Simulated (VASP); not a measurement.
# HfSi2: core levels with PBEsol

HfSi2:

```
Hf Si
1.0
     1.83600   -7.28500    0.00000
     1.83600    7.28500    0.00000
     0.00000    0.00000    3.64100
Hf Si
2 4
Direct
  0.89400 0.10600 0.25000
  0.10600 0.89400 0.75000
  0.55900 0.44100 0.25000
  0.44100 0.55900 0.75000
  0.25000 0.75000 0.25000
  0.75000 0.25000 0.75000
```

| Item | Value |
| --- | --- |
| Program | VASP 6.6.1 |
| Task | core levels |
| Functional | PBEsol |
| Potentials or basis | VASP PAW PBE potentials, release 64 (Hf_pv, Si) |
| Cutoff | 520 eV |
| k mesh | 9 × 9 × 8 |
| Occupations | methfessel-paxton, width 0.1 eV |
| Spin | no spin polarisation |
| Further INCAR settings | ALGO = Normal; EDIFF = 1e-06 |

| Quantity | Value |
| --- | --- |
| Pressure | -2.8 GPa |
| Largest force | 0.625 eV/Å |
| Band gap on the k mesh | none (metal or under the smearing width) |

Forces on the atoms (eV/Å):
```
Hf   0.000 -0.180  0.000
Hf   0.000  0.180  0.000
Si   0.000  0.625  0.000
Si   0.000 -0.625  0.000
Si   0.000 -0.037  0.000
Si   0.000  0.037  0.000
```

Stress tensor (GPa, compression positive):
```
-2.15  0.00  0.00
 0.00 -4.48  0.00
 0.00  0.00 -1.65
```

Levels at points of the mesh, in eV from the Fermi level:
```csv
k point,band 15,band 16,band 17,band 18,band 19,band 20,band 21,band 22
"(0.00, 0.00, 0.00)",-2.62,-2.26,-2.25,0.14,1.02,1.30,1.63,1.89
"(0.00, 0.00, 0.50)",-2.04,-2.04,-0.15,-0.15,0.13,0.13,1.80,1.80
```

Core levels (eV, on the scale of the bands):
```csv
atom,levels
1 Hf,"1s -65247.4, 2s -11146.0, 2p -9783.2, 3s -2529.4, 3p -2122.4, 3d -1641.5, 4s -498.9, 4p -365.4, 4d -193.1, 4f -3.4, 5s -53.5"
2 Hf,"1s -65247.4, 2s -11146.0, 2p -9783.2, 3s -2529.4, 3p -2122.4, 3d -1641.5, 4s -498.9, 4p -365.4, 4d -193.1, 4f -3.4, 5s -53.5"
3 Si,"1s -1772.0, 2s -126.0, 2p -82.0"
4 Si,"1s -1772.0, 2s -126.0, 2p -82.0"
5 Si,"1s -1772.3, 2s -126.1, 2p -82.2"
6 Si,"1s -1772.3, 2s -126.1, 2p -82.2"
```

Wall time 3.4 min on 1 thread of AMD EPYC 9R45 96-Core Processor (Zen 5) (shared host), peak memory 0.4 GiB.

Caveat: the PAW data sets were made with another functional, which shifts forces and pressure a little. The run has no spin-orbit coupling, so splittings on Hf are missing.
